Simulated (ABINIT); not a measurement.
## InP: single point with PBEsol

**Measured values to compare with.**

From a printed reference work, data compilation, for a bulk crystal of InP at 1.6 K: band gap 1.4236 eV (direct).

InP:

```
In P
1.0
     0.00000    2.93050    2.93050
     2.93050    0.00000    2.93050
     2.93050    2.93050    0.00000
In P
1 1
Direct
  0.00000 0.00000 0.00000
  0.75000 0.75000 0.75000
```

| Quantity | Value |
| --- | --- |
| Program | ABINIT 10.8.3 (patched build) |
| Task | single point |
| Functional | PBEsol |
| Potentials or basis | PseudoDojo NC SR PBEsol v0.4.1 standard |
| Cutoff | 844 eV |
| k mesh | 6 × 6 × 6 |
| Occupations | fermi-dirac, width 0.05 eV |
| Spin | no spin polarisation |

```
Pressure                                              : 0.1 GPa
Band gap on the k mesh                                : 0.61 eV, direct
Valence electrons inside the program's atomic spheres : In 9.92; P 2.77
```

Levels at points of the mesh, in eV from the valence-band top:
| k point | band 7 | band 8 | band 9 | band 10 | band 11 | band 12 |
| --- | --- | --- | --- | --- | --- | --- |
| (0.00, 0.00, 0.00) | 0.00 | 0.00 | 0.00 | 0.61 | 4.01 | 4.01 |
| (0.50, 0.00, 0.00) | -5.80 | -0.98 | -0.98 | 1.40 | 4.73 | 4.73 |
| (0.50, 0.50, 0.00) | -5.82 | -2.35 | -2.35 | 1.63 | 2.16 | 9.11 |

Run time: 6.2 s on 4 MPI ranks on Arm Neoverse V2 (shared host), peak memory 0.28 GiB a rank.

Measured gap of InP: 1.4236 eV (direct; 1.6 K; a printed reference work, data compilation). This calculation gives 0.61 eV (-0.81 eV). Spin-orbit coupling on In is left out. The value is that of PBEsol, without temperature or zero-point motion. Semilocal functionals fall short of measured gaps as a rule.

Caveat: spin-orbit coupling is left out, which moves the levels of the heavy elements.
